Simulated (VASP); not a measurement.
# Ge15Se17 (a cell with a defect) in VASP: notebook, part 2 of 2

VASP 6.6.1. The steps go on from the part before.

## 3. Single point, HSE06

POSCAR

```
Ge15Se17                                
1.0
    0.0000000000      7.7675420000     -4.5225270000
    0.0000000000     -7.7675420000     -4.5225270000
  -11.1847690000      0.0000000000      0.0000000000
  Se              Ge            
    17    15
Direct
     0.0274248000177496    0.0997057873895453    0.8607137497797149
     0.1880969734269470    0.3125412549926584    0.1422285849448741
     0.4383201358593481    0.0637532352551921    0.1468022713702854
     0.9335250079154965    0.5589900385518354    0.1495233675851379
     0.6845383054111057    0.8102443438321730    0.1471583210949850
     0.4426981122212207    0.5779683914007869    0.6383962842018572
     0.6874420195131810    0.3096298955990336    0.6524197366056151
     0.1907419650209002    0.8311678428303632    0.6403949804703619
     0.9335118824588021    0.0529859029481284    0.6550437488945767
     0.8155010264096790    0.1872330656264337    0.3570667772806607
     0.0641217792861744    0.9404158041822586    0.3539579708678945
     0.5608555504599424    0.4355311561017486    0.3556318469545864
     0.3098249371501328    0.6859997938081778    0.3541654112938122
     0.0944738845791165    0.5001160913681835    0.8566041447003391
     0.3304984219960592    0.2057914066523081    0.8453533238344418
     0.7976363157740270    0.6763487043735250    0.8502336549515268
     0.5485802176332504    0.9244369461506263    0.8601712913514632
     0.2233709865889824    0.8411129911031696    0.8722530097691311
     0.7678354116839315    0.3834825113306684    0.8795618323281668
     0.4779942121276888    0.6021261925821075    0.8679975808412866
     0.1343722539129744    0.2586696774752694    0.3688737908293694
     0.3788554367326541    0.0038984124424644    0.3735087739738435
     0.8766486392600874    0.5000190717797423    0.3781886385044541
     0.6265417921291020    0.7520498898240532    0.3744161070743423
     0.1263114001787196    0.5163075936136874    0.6275464008016113
     0.3806893580036302    0.2603158803581153    0.6176061755732825
     0.8631889153927955    0.7351085317309752    0.6243834252779840
     0.6056017388554238    0.9875591419462763    0.6396232354035032
     0.2508889588572845    0.6269662822569787    0.1261414126824964
     0.5055898327417412    0.3793134742926125    0.1273886090550239
     0.0001888059991366    0.8747970366897465    0.1264707643790472
     0.7533084424026997    0.1291955115111482    0.1288571073243332
```

INCAR.step1

```
SYSTEM = Ge15Se17
ALGO = Normal
EDIFF = 1E-5
ENCUT = 400
GGA = PE
ICORELEVEL = 1
ISIF = 2
ISMEAR = 0
LASPH = .True.
LCHARG = .False.
LREAL = Auto
LUSENCCL = .False.
LWAVE = .True.
NELM = 80
PREC = Normal
SIGMA = 0.01
```

INCAR.step2

```
SYSTEM = Ge15Se17
ALGO = Normal
EDIFF = 1E-6
ENCUT = 400
GGA = PE
HFSCREEN = 0.2
ICORELEVEL = 1
ISIF = 2
ISMEAR = 0
ISTART = 1
LASPH = .True.
LCHARG = .False.
LHFCALC = .True.
LREAL = Auto
LUSENCCL = .False.
LWAVE = .False.
NELM = 80
PREC = Normal
PRECFOCK = Fast
SIGMA = 0.01
```

KPOINTS

```
k-points
0
Gamma
  1 1 1
  0 0 0
```

Potentials or basis: VASP PAW PBE potentials, release 64 (Se, Ge_d).

On the command line:

```bash
$ cat potpaw_PBE.64/Se/POTCAR potpaw_PBE.64/Ge_d/POTCAR > POTCAR
$ cp INCAR.step1 INCAR
$ mpirun -np 1 vasp_gam > vasp.out
$ cp INCAR.step2 INCAR
$ mpirun -np 1 vasp_gam > vasp.out
```

OUTCAR:

```text
SYSTEM = Ge15Se17
   EDIFF = 1E-6
   ENCUT = 400
   GGA = PE
   HFSCREEN = 0.2
   ISIF = 2
   ISMEAR = 0
   ISTART = 1
   LASPH = .True.
   LHFCALC = .True.
   LREAL = Auto
   NELM = 80
   PREC = Normal
   PRECFOCK = Fast

 ion  position               nearest neighbor table
   1  0.027  0.100  0.861-  15 2.41   9 2.41
   2  0.188  0.313  0.142-  21 2.58  29 2.60  30 2.62
   3  0.438  0.064  0.147-  22 2.59  32 2.60  30 2.60
   4  0.934  0.559  0.150-  31 2.61  23 2.61  29 2.62
   5  0.685  0.810  0.147-  24 2.60  31 2.61  32 2.63
   6  0.443  0.578  0.638-  20 2.58  25 2.62  26 2.64
   7  0.687  0.310  0.652-  26 2.60  28 2.62  19 2.64
   8  0.191  0.831  0.640-  25 2.60  18 2.61  27 2.63
   9  0.934  0.053  0.655-   1 2.41  27 2.63  28 2.71
  10  0.816  0.187  0.357-  23 2.60  32 2.61  21 2.61
  11  0.064  0.940  0.354-  22 2.60  31 2.61  21 2.61
  12  0.561  0.436  0.356-  30 2.60  24 2.61  23 2.61
  13  0.310  0.686  0.354-  29 2.61  24 2.62  22 2.62
  14  0.094  0.500  0.857-  25 2.57  19 2.60  18 2.69
  15  0.330  0.206  0.845-   1 2.41  26 2.59
  16  0.798  0.676  0.850-  19 2.53  27 2.59  20 2.62
  17  0.549  0.924  0.860-  28 2.53  18 2.64  20 2.64
  18  0.223  0.841  0.872-   8 2.61  17 2.64  14 2.69
  19  0.768  0.383  0.880-  16 2.53  14 2.60   7 2.64
  20  0.478  0.602  0.868-   6 2.58  16 2.62  17 2.64
  21  0.134  0.259  0.369-   2 2.58  11 2.61  10 2.61
[... 9 lines left out ...]
  31  0.000  0.875  0.126-   4 2.61   5 2.61  11 2.61
  32  0.753  0.129  0.129-   3 2.60  10 2.61   5 2.63

  LATTYP: Found a base centered orthorhombic cell.
 ALAT       =     9.0450540000
 B/A-ratio  =     1.7175225267
 C/A-ratio  =     1.2365618823

  Lattice vectors:

 A1 = (   0.0000000000,   7.7675420000,  -4.5225270000)
 A2 = (   0.0000000000,  -7.7675420000,  -4.5225270000)
[... 217 lines left out ...]
  free energy    TOTEN  =      -162.96597750 eV

  energy without entropy =     -162.96597750  energy(sigma->0) =     -162.96597750

 the core state eigenenergies are
   1-  1s -12495.3574  2s  -1598.7521  2p  -1405.1174  3s   -205.2821  3p   -144.7485
       3d    -44.9162
   2-  1s -12494.1903  2s  -1597.6413  2p  -1403.9983  3s   -204.2213  3p   -143.6887
       3d    -43.8641
   3-  1s -12494.1157  2s  -1597.5696  2p  -1403.9261  3s   -204.1538  3p   -143.6213
       3d    -43.7972
   4-  1s -12494.1822  2s  -1597.6339  2p  -1403.9907  3s   -204.2144  3p   -143.6818
       3d    -43.8572
   5-  1s -12494.0791  2s  -1597.5325  2p  -1403.8891  3s   -204.1145  3p   -143.5820
       3d    -43.7578
   6-  1s -12494.0838  2s  -1597.5382  2p  -1403.8945  3s   -204.1260  3p   -143.5937
       3d    -43.7697
   7-  1s -12494.1573  2s  -1597.6107  2p  -1403.9673  3s   -204.1918  3p   -143.6592
       3d    -43.8348
   8-  1s -12494.1708  2s  -1597.6241  2p  -1403.9807  3s   -204.2091  3p   -143.6767
       3d    -43.8526
   9-  1s -12495.0701  2s  -1598.4934  2p  -1404.8545  3s   -205.0466  3p   -144.5134
[... 43 lines left out ...]
  31-  1s -10950.5282  2s  -1362.2556  2p  -1189.1215  3s   -159.5942  3p   -106.7434

  32-  1s -10950.5621  2s  -1362.2852  2p  -1189.1515  3s   -159.6229  3p   -106.7720

 E-fermi :   3.2359     XC(G=0):  -7.9589

 val. band max:        3.1622045271   @ k =   0.0000   0.0000   0.0000
 cond. band min:       4.4102589564   @ k =   0.0000   0.0000   0.0000
 fundamental gap:      1.2480544293
 Fermi energy:         3.2359158592

 k-point     1 :       0.0000    0.0000    0.0000
  band No.  band energies     occupation
      1     -24.5443      2.00000
      2     -24.5370      2.00000
      3     -24.5361      2.00000
      4     -24.5195      2.00000
      5     -24.5171      2.00000
      6     -24.5151      2.00000
[... 160 lines left out ...]
    167       6.1496      0.00000
    168       6.3059      0.00000
 [bands above 168 left out]

------------------------ aborting loop because EDIFF is reached ----------------------------------------

  FORCE on cell =-STRESS in cart. coord.  units (eV):
  Direction    XX          YY          ZZ          XY          YZ          ZX
  --------------------------------------------------------------------------------------
  -------------------------------------------------------------------------------------
  Total       -2.4133892    -11.9454503    -21.6187008     -0.0147232      4.7482945     -1.2732874
  in kB       -4.9205783    -24.3551783    -44.0776448     -0.0300186      9.6811385     -2.5960629
  external PRESSURE =     -24.4511338 kB  Pullay stress =       0.0000000 kB

 VOLUME and BASIS-vectors are now :
 -----------------------------------------------------------------------------
  energy-cutoff  :      400.00
  volume of cell :      785.82
      direct lattice vectors                 reciprocal lattice vectors
     0.000000000  7.767542000 -4.522527000     0.000000000  0.064370428 -0.110557659
     0.000000000 -7.767542000 -4.522527000    -0.000000000 -0.064370428 -0.110557659
   -11.184769000  0.000000000  0.000000000    -0.089407300  0.000000000 -0.000000000

 POSITION                                       TOTAL-FORCE (eV/Angst)
 -----------------------------------------------------------------------------------
     -9.62688     -0.56145     -0.57495         0.521889      0.399911      0.057108
     -1.59079     -0.96663     -2.26415        -0.058418     -0.051494      0.010662
     -1.64195      2.90946     -2.27064        -0.102203     -0.044566     -0.097784
     -1.67238      2.90922     -6.74994        -0.152966      0.004092     -0.032536
     -1.64593     -0.97643     -6.76019        -0.145894      0.032280     -0.060632
     -7.14031     -1.05072     -4.61599         0.135876     -0.017586     -0.072608
[... 24 lines left out ...]
     -1.41455     -6.79356     -3.95715        -0.438082     -0.037401      0.016451
     -1.44124      4.84782     -3.99115        -0.378946      0.043933      0.016727
 -----------------------------------------------------------------------------------
    total drift:                               -0.017314      0.001284     -0.046085

  FREE ENERGIE OF THE ION-ELECTRON SYSTEM (eV)
  ---------------------------------------------------
  free  energy   TOTEN  =      -162.9659774954 eV

  energy  without entropy=     -162.9659774954  energy(sigma->0) =     -162.96597750
```

OUTCAR.step1:

```text
SYSTEM = Ge15Se17
   EDIFF = 1E-5
   ENCUT = 400
   GGA = PE
   ISIF = 2
   ISMEAR = 0
   LASPH = .True.
   LREAL = Auto
[... 529 lines left out ...]
     -7.14031     -1.05072     -4.61599         0.316030     -0.057558     -0.244171
[... 24 lines left out ...]
     -1.41455     -6.79356     -3.95715        -0.227258     -0.031426     -0.161564
     -1.44124      4.84782     -3.99115        -0.210440      0.045274     -0.136515
 -----------------------------------------------------------------------------------
    total drift:                               -0.018972     -0.001417     -0.050518

  FREE ENERGIE OF THE ION-ELECTRON SYSTEM (eV)
  ---------------------------------------------------
  free  energy   TOTEN  =      -133.7592365046 eV

  energy  without entropy=     -133.7592365046  energy(sigma->0) =     -133.75923650
```

It took 12 min on 1 × NVIDIA H100 80GB with 1 thread of AMD EPYC 7R13 (Zen 3), shared host; peak memory 1.3 GiB.

What came out:

- Free energy: -162.9660 eV
- Pressure: -2.4 GPa
- Largest force: 0.660 eV/Å
- Band gap on the k mesh: 1.25 eV, direct

Forces on the atoms (eV/Å):
```
Se   0.522  0.400  0.057
Se  -0.058 -0.051  0.011
Se  -0.102 -0.045 -0.098
Se  -0.153  0.004 -0.033
Se  -0.146  0.032 -0.061
Se   0.136 -0.018 -0.073
Se  -0.011 -0.182  0.135
Se  -0.013  0.213  0.127
Se  -0.396 -0.066 -0.135
Se  -0.028  0.002 -0.023
Se  -0.064  0.001 -0.073
Se   0.090  0.009  0.069
Se   0.143  0.056 -0.077
Se   0.220 -0.025 -0.589
Se   0.136 -0.220 -0.075
Se  -0.019  0.382  0.446
Se   0.135 -0.389  0.139
Ge   0.438  0.070  0.217
Ge   0.332 -0.151 -0.018
Ge   0.352 -0.098  0.309
Ge   0.329 -0.001 -0.067
Ge   0.359 -0.034 -0.021
Ge   0.386 -0.002 -0.026
Ge   0.313 -0.043  0.018
Ge  -0.433  0.131 -0.157
Ge  -0.262  0.011 -0.184
Ge  -0.210 -0.022  0.055
Ge  -0.318 -0.037  0.138
Ge  -0.436  0.031 -0.016
Ge  -0.426  0.035 -0.030
Ge  -0.438 -0.037  0.016
Ge  -0.379  0.044  0.017
```

Levels at points of the mesh, in eV from the valence-band top:
```csv
k point,band 153,band 154,band 155,band 156,band 157,band 158,band 159,band 160
"(0.00, 0.00, 0.00)",-0.81,-0.64,-0.16,0.00,1.25,1.59,1.88,1.98
```

Core levels (eV, on the scale of the bands):
| atom | levels |
| --- | --- |
| 1 Se | 1s -12495.4, 2s -1598.8, 2p -1405.1, 3s -205.3, 3p -144.7, 3d -44.9 |
| 2 Se | 1s -12494.2, 2s -1597.6, 2p -1404.0, 3s -204.2, 3p -143.7, 3d -43.9 |
| 3 Se | 1s -12494.1, 2s -1597.6, 2p -1403.9, 3s -204.2, 3p -143.6, 3d -43.8 |
| 4 Se | 1s -12494.2, 2s -1597.6, 2p -1404.0, 3s -204.2, 3p -143.7, 3d -43.9 |
| 5 Se | 1s -12494.1, 2s -1597.5, 2p -1403.9, 3s -204.1, 3p -143.6, 3d -43.8 |
| 6 Se | 1s -12494.1, 2s -1597.5, 2p -1403.9, 3s -204.1, 3p -143.6, 3d -43.8 |

Caveat: the PAW data sets were made with another functional, which shifts forces and pressure a little.
